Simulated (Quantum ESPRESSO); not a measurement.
# MgS (Niningerite) (Fm-3m) in Quantum ESPRESSO: further runs

Aim: see how the results for MgS (Niningerite) move with the level of theory and the settings. Levels: WC, BLYP+D2, PBEsol, PBE. Tasks: Berry-phase polarisation, phonons, energy-loss spectrum.

All numbers are computed with Quantum ESPRESSO 7.5; they aren't measurements. Logs are shortened: lines on timing, memory, paths and dates and some standing lists are left out, and cuts for length are marked.

## (1) Starting point

It takes space group Fm-3m (No. 225, cubic). The conventional cell has a = 5.203 Å, b = 5.203 Å, c = 5.203 Å, α = 90.00°, β = 90.00°, γ = 90.00°. Around S (site symmetry m-3m) lie 6 Mg at 2.60 Å. Mg (site symmetry m-3m) is surrounded by 6 S at 2.60 Å.

## (2) Berry-phase polarisation, WC (atoms moved at random, drawn with an rms of 0.02 Å)

Input file pw.in:

```
&CONTROL
  calculation = 'scf'
  prefix = 'pwscf'
  outdir = './tmp'
  pseudo_dir = './pseudo'
  tprnfor = .true.
  tstress = .true.
  disk_io = 'low'
/
&SYSTEM
  ibrav = 0
  celldm(1) = 8
  nat = 2
  ntyp = 2
  ecutwfc = 55
  ecutrho = 440
  nbnd = 9
  input_dft = 'wc'
  occupations = 'smearing'
  smearing = 'fd'
  degauss = 0.00367493
/
&ELECTRONS
  conv_thr = 4d-10
  electron_maxstep = 120
  mixing_beta = 0.5
/
ATOMIC_SPECIES
S     32.0600 s_pbe_v1.4.uspp.F.UPF
Mg    24.3050 Mg.pbe-n-kjpaw_psl.0.3.0.UPF
CELL_PARAMETERS alat
  0.0000000000000   0.6145507465166   0.6145507465166
  0.6145507465166   0.0000000000000   0.6145507465166
  0.6145507465166   0.6145507465166   0.0000000000000
ATOMIC_POSITIONS crystal
S      0.4987680000    0.5010940000    0.5043800000
Mg    -0.0033640000    0.0018520000    0.0027120000
K_POINTS automatic
5 5 5 0 0 0
```

Input file scf2.in:

```
&CONTROL
  calculation = 'scf'
  prefix = 'pwscf'
  outdir = './tmp'
  pseudo_dir = './pseudo'
  tprnfor = .true.
  tstress = .true.
  disk_io = 'low'
/
&SYSTEM
  ibrav = 0
  celldm(1) = 8
  nat = 2
  ntyp = 2
  ecutwfc = 55
  ecutrho = 440
  nbnd = 9
  input_dft = 'wc'
  occupations = 'fixed'
/
&ELECTRONS
  conv_thr = 1d-11
  electron_maxstep = 120
  mixing_beta = 0.5
  startingpot = 'file'
  startingwfc = 'file'
/
ATOMIC_SPECIES
S     32.0600 s_pbe_v1.4.uspp.F.UPF
Mg    24.3050 Mg.pbe-n-kjpaw_psl.0.3.0.UPF
CELL_PARAMETERS alat
  0.0000000000000   0.6145507465166   0.6145507465166
  0.6145507465166   0.0000000000000   0.6145507465166
  0.6145507465166   0.6145507465166   0.0000000000000
ATOMIC_POSITIONS crystal
S      0.4987680000    0.5010940000    0.5043800000
Mg    -0.0033640000    0.0018520000    0.0027120000
K_POINTS automatic
5 5 5 0 0 0
```

Input file berry1.in:

```
&CONTROL
  calculation = 'nscf'
  prefix = 'pwscf'
  outdir = './tmp'
  pseudo_dir = './pseudo'
  disk_io = 'low'
  lberry = .true.
  gdir = 1
  nppstr = 10
/
&SYSTEM
  ibrav = 0
  celldm(1) = 8
  nat = 2
  ntyp = 2
  ecutwfc = 55
  ecutrho = 440
  input_dft = 'wc'
  occupations = 'fixed'
  nosym = .true.
/
&ELECTRONS
  conv_thr = 1d-09
  electron_maxstep = 120
  mixing_beta = 0.5
  diago_david_ndim = 4
  startingwfc = 'random'
/
ATOMIC_SPECIES
S     32.0600 s_pbe_v1.4.uspp.F.UPF
Mg    24.3050 Mg.pbe-n-kjpaw_psl.0.3.0.UPF
CELL_PARAMETERS alat
  0.0000000000000   0.6145507465166   0.6145507465166
  0.6145507465166   0.0000000000000   0.6145507465166
  0.6145507465166   0.6145507465166   0.0000000000000
ATOMIC_POSITIONS crystal
S      0.4987680000    0.5010940000    0.5043800000
Mg    -0.0033640000    0.0018520000    0.0027120000
K_POINTS automatic
10 5 5 0 0 0
```

Input file berry2.in:

```
&CONTROL
  calculation = 'nscf'
  prefix = 'pwscf'
  outdir = './tmp'
  pseudo_dir = './pseudo'
  disk_io = 'low'
  lberry = .true.
  gdir = 2
  nppstr = 10
/
&SYSTEM
  ibrav = 0
  celldm(1) = 8
  nat = 2
  ntyp = 2
  ecutwfc = 55
  ecutrho = 440
  input_dft = 'wc'
  occupations = 'fixed'
  nosym = .true.
/
&ELECTRONS
  conv_thr = 1d-09
  electron_maxstep = 120
  mixing_beta = 0.5
  diago_david_ndim = 4
  startingwfc = 'random'
/
ATOMIC_SPECIES
S     32.0600 s_pbe_v1.4.uspp.F.UPF
Mg    24.3050 Mg.pbe-n-kjpaw_psl.0.3.0.UPF
CELL_PARAMETERS alat
  0.0000000000000   0.6145507465166   0.6145507465166
  0.6145507465166   0.0000000000000   0.6145507465166
  0.6145507465166   0.6145507465166   0.0000000000000
ATOMIC_POSITIONS crystal
S      0.4987680000    0.5010940000    0.5043800000
Mg    -0.0033640000    0.0018520000    0.0027120000
K_POINTS automatic
5 10 5 0 0 0
```

Input file berry3.in:

```
&CONTROL
  calculation = 'nscf'
  prefix = 'pwscf'
  outdir = './tmp'
  pseudo_dir = './pseudo'
  disk_io = 'low'
  lberry = .true.
  gdir = 3
  nppstr = 10
/
&SYSTEM
  ibrav = 0
  celldm(1) = 8
  nat = 2
  ntyp = 2
  ecutwfc = 55
  ecutrho = 440
  input_dft = 'wc'
  occupations = 'fixed'
  nosym = .true.
/
&ELECTRONS
  conv_thr = 1d-09
  electron_maxstep = 120
  mixing_beta = 0.5
  diago_david_ndim = 4
  startingwfc = 'random'
/
ATOMIC_SPECIES
S     32.0600 s_pbe_v1.4.uspp.F.UPF
Mg    24.3050 Mg.pbe-n-kjpaw_psl.0.3.0.UPF
CELL_PARAMETERS alat
  0.0000000000000   0.6145507465166   0.6145507465166
  0.6145507465166   0.0000000000000   0.6145507465166
  0.6145507465166   0.6145507465166   0.0000000000000
ATOMIC_POSITIONS crystal
S      0.4987680000    0.5010940000    0.5043800000
Mg    -0.0033640000    0.0018520000    0.0027120000
K_POINTS automatic
5 5 10 0 0 0
```

Potentials or basis: SSSP 1.3 efficiency PBE.

Command:

```console
$ OMP_NUM_THREADS=1 pw.x -in pw.in > pw.out
$ OMP_NUM_THREADS=1 pw.x -in scf2.in > scf2.out
$ OMP_NUM_THREADS=1 pw.x -in berry1.in > berry1.out
$ OMP_NUM_THREADS=1 pw.x -in berry2.in > berry2.out
$ OMP_NUM_THREADS=1 pw.x -in berry3.in > berry3.out
```

pw.out:

```text
This program is part of the open-source Quantum ESPRESSO suite
     for quantum simulation of materials; please cite
         "P. Giannozzi et al., J. Phys.:Condens. Matter 21 395502 (2009);
         "P. Giannozzi et al., J. Phys.:Condens. Matter 29 465901 (2017);
         "P. Giannozzi et al., J. Chem. Phys. 152 154105 (2020);
     in publications or presentations arising from this work. More details at

     file Mg.pbe-n-kjpaw_psl.0.3.0.UPF: wavefunction(s)  3S renormalized

     IMPORTANT: XC functional enforced from input :
     Exchange-correlation= WC
                           (   1   4  11   4   0   0   0)
     Any further DFT definition will be discarded
     Please, verify this is what you really want

     G-vector sticks info
     --------------------
     sticks:   dense  smooth     PW     G-vecs:    dense   smooth      PW
     Sum        1483     745    223                37117    13107    2133

     Using Slab Decomposition

     bravais-lattice index     =            0
     lattice parameter (alat)  =       8.0000  a.u.
     unit-cell volume          =     237.6694 (a.u.)^3
     number of atoms/cell      =            2
     number of atomic types    =            2
     number of electrons       =         8.00
     number of Kohn-Sham states=            9
     kinetic-energy cutoff     =      55.0000  Ry
     charge density cutoff     =     440.0000  Ry
     scf convergence threshold =      4.0E-10
     mixing beta               =       0.5000
     number of iterations used =            8  plain     mixing
     Exchange-correlation= WC
                           (   1   4  11   4   0   0   0)

     celldm(1)=   8.000000  celldm(2)=   0.000000  celldm(3)=   0.000000
     celldm(4)=   0.000000  celldm(5)=   0.000000  celldm(6)=   0.000000

     crystal axes: (cart. coord. in units of alat)
               a(1) = (   0.000000   0.614551   0.614551 )
               a(2) = (   0.614551   0.000000   0.614551 )
               a(3) = (   0.614551   0.614551   0.000000 )

     reciprocal axes: (cart. coord. in units 2 pi/alat)
               b(1) = ( -0.813602  0.813602  0.813602 )
               b(2) = (  0.813602 -0.813602  0.813602 )
               b(3) = (  0.813602  0.813602 -0.813602 )

     PseudoPot. # 1 for S  read from file:
     s_pbe_v1.4.uspp.F.UPF
     Pseudo is Ultrasoft + core correction, Zval =  6.0
     Generated by new atomic code, or converted to UPF format
     Using radial grid of  907 points,  6 beta functions with:
                l(1) =   0
                l(2) =   0
                l(3) =   1
                l(4) =   1
                l(5) =   2
                l(6) =   2
     Q(r) pseudized with  8 coefficients,  rinner =    1.300   1.300   1.300
                                                       1.300   1.300

     PseudoPot. # 2 for Mg read from file:
     Mg.pbe-n-kjpaw_psl.0.3.0.UPF
     Pseudo is Projector augmented-wave + core cor, Zval =  2.0
     Generated using "atomic" code by A. Dal Corso  v.5.0.99 svn rev. 10869
     Shape of augmentation charge: PSQ
     Using radial grid of 1129 points,  4 beta functions with:
                l(1) =   0
                l(2) =   0
                l(3) =   1
                l(4) =   1
     Q(r) pseudized with 0 coefficients

     atomic species   valence    mass     pseudopotential
     S                 6.00    32.06000     S ( 1.00)
     Mg                2.00    24.30500     Mg( 1.00)

     No symmetry found

   Cartesian axes

     site n.     atom                  positions (alat units)
         1        S      tau(   1) = (   0.6179148   0.6164854   0.6144659  )
         2        Mg     tau(   2) = (   0.0028048  -0.0004007  -0.0009292  )

     number of k points=    63  Fermi-Dirac smearing, width (Ry)=  0.0037
                       cart. coord. in units 2pi/alat
        k(    1) = (   0.0000000   0.0000000   0.0000000), wk =   0.0160000
        k(    2) = (   0.1627205   0.1627205  -0.1627205), wk =   0.0320000
        k(    3) = (   0.3254410   0.3254410  -0.3254410), wk =   0.0320000
        k(    4) = (   0.3254410  -0.0000000   0.0000000), wk =   0.0320000
        k(    5) = (   0.4881615   0.1627205  -0.1627205), wk =   0.0320000
        k(    6) = (  -0.1627205  -0.4881615   0.4881615), wk =   0.0320000
[... 55 lines left out ...]
        k(   62) = (   0.8136025  -0.1627205  -0.4881615), wk =   0.0320000
        k(   63) = (  -0.8136025   0.1627205  -0.4881615), wk =   0.0320000

     Dense  grid:    37117 G-vectors     FFT dimensions: (  48,  48,  48)

     Smooth grid:    13107 G-vectors     FFT dimensions: (  36,  36,  36)

     Initial potential from superposition of free atoms

     starting charge       7.9990, renormalised to       8.0000
     Starting wfcs are    8 randomized atomic wfcs +    1 random wfcs

     Self-consistent Calculation

     iteration #  1     ecut=    55.00 Ry     beta= 0.50
     Davidson diagonalization with overlap
     ethr =  1.00E-02,  avg # of iterations =  6.3

     total energy              =     -57.48234261 Ry
     estimated scf accuracy    <       0.08386613 Ry
[... 43 lines left out ...]
     iteration #  8     ecut=    55.00 Ry     beta= 0.50
     Davidson diagonalization with overlap
     ethr =  2.26E-11,  avg # of iterations =  6.0

     End of self-consistent calculation

          k = 0.0000 0.0000 0.0000 (  1639 PWs)   bands (ev):

    -7.6978   5.0118   5.0120   5.0120   8.5903  12.8200  12.8200  12.8202
    15.2194
[... 18 lines left out ...]
    -6.5458   1.2936   3.5406   3.9410   9.7999  11.3740  12.8769  13.7677
    16.7735

          k =-0.1627-0.4882 0.4882 (  1631 PWs)   bands (ev):

    -6.2195   0.6184   2.8549   4.1221  10.0257  11.7022  12.8296  14.5678
    17.4722

          k = 0.0000-0.3254 0.3254 (  1638 PWs)   bands (ev):
[... 11 lines left out ...]
    -5.9863   1.0801   2.1453   3.5181   8.5543  10.8525  15.1522  15.4739
    17.1036

          k =-0.1627-0.4882 0.8136 (  1634 PWs)   bands (ev):

    -6.0849   1.2298   2.2656   3.2168  10.0969  11.8758  12.3891  14.7406
    17.6538

          k =-0.1627-0.1627-0.1627 (  1636 PWs)   bands (ev):
[... 56 lines left out ...]
    -6.5458   1.2936   3.5406   3.9410   9.7999  11.3742  12.8770  13.7674
    16.7735

          k =-0.1627-0.4882 0.1627 (  1626 PWs)   bands (ev):

    -6.5458   1.2935   3.5406   3.9410   9.7999  11.3741  12.8769  13.7675
    16.7736

          k = 0.1627-0.4882-0.1627 (  1626 PWs)   bands (ev):
[... 6 lines left out ...]
    -6.5458   1.2935   3.5407   3.9410   9.7999  11.3741  12.8769  13.7675
    16.7737

          k =-0.1627-0.1627 0.4882 (  1626 PWs)   bands (ev):

    -6.5458   1.2935   3.5407   3.9409   9.8000  11.3740  12.8769  13.7676
    16.7737

          k = 0.1627-0.1627-0.4882 (  1626 PWs)   bands (ev):
[... 166 lines left out ...]
    -6.0849   1.2298   2.2656   3.2169  10.0971  11.8758  12.3889  14.7404
    17.6537

          k =-0.4882-0.8136 0.1627 (  1634 PWs)   bands (ev):

    -6.0849   1.2298   2.2656   3.2169  10.0971  11.8758  12.3889  14.7405
    17.6537

          k = 0.8136-0.1627-0.4882 (  1634 PWs)   bands (ev):
[... 6 lines left out ...]
    -6.0849   1.2298   2.2656   3.2169  10.0971  11.8759  12.3888  14.7404
    17.6538

     the Fermi energy is     6.6250 ev

!    total energy              =     -57.49833653 Ry
     estimated scf accuracy    <          7.2E-11 Ry
     smearing contrib. (-TS)   =      -0.00000000 Ry
     internal energy E=F+TS    =     -57.49833653 Ry

     The total energy is F=E-TS. E is the sum of the following terms:
     one-electron contribution =       1.74107455 Ry
     hartree contribution      =       3.11808236 Ry
     xc contribution           =     -10.14570659 Ry
     ewald contribution        =     -21.31101571 Ry
     one-center paw contrib.   =     -30.90077114 Ry

     convergence has been achieved in   8 iterations

     Forces acting on atoms (cartesian axes, Ry/au):

     atom    1 type  1   force =    -0.00026298   -0.00109964   -0.00039744
     atom    2 type  2   force =     0.00026298    0.00109964    0.00039744

     Total force =     0.001695     Total SCF correction =     0.000002

     Computing stress (Cartesian axis) and pressure

          total   stress  (Ry/bohr**3)                   (kbar)     P=       -7.12
  -0.00004867  -0.00000002  -0.00000001           -7.16       -0.00       -0.00
  -0.00000002  -0.00004790  -0.00000004           -0.00       -7.05       -0.01
  -0.00000001  -0.00000004  -0.00004862           -0.00       -0.01       -7.15

=------------------------------------------------------------------------------=
   JOB DONE.
=------------------------------------------------------------------------------=
```

It took 1.8 min on 1 thread of Intel Xeon Platinum 8375C at 2.90GHz (Ice Lake), shared host; peak memory 0.19 GiB.

Results:

```yaml
Free_energy: -782.3047 eV
Pressure: -0.7 GPa
Largest_force: 0.031 eV/Å
Band_gap_on_the_k_mesh: 3.12 eV, indirect (least direct gap 3.58 eV)
```

Forces in eV/Å, atoms in the order of the input:
```
S   -0.007 -0.028 -0.010
Mg   0.007  0.028  0.010
```

Berry-phase polarisation along the lattice vectors (C/m²): 1.666, -1.671, -1.680; quanta: 3.348, 3.348, 3.348

Berry phases in units of 2π:
```csv
direction,ionic,electronic,their sum is defined modulo
a1,0.986,0.009,2
a2,-0.990,-0.009,2
a3,-0.968,-0.036,2
```

Caveat: the potentials were made for another functional, which shifts forces and pressure; an odd mesh through Γ misses points on the zone boundary, where band edges often lie.

[end of part 1 of 4]
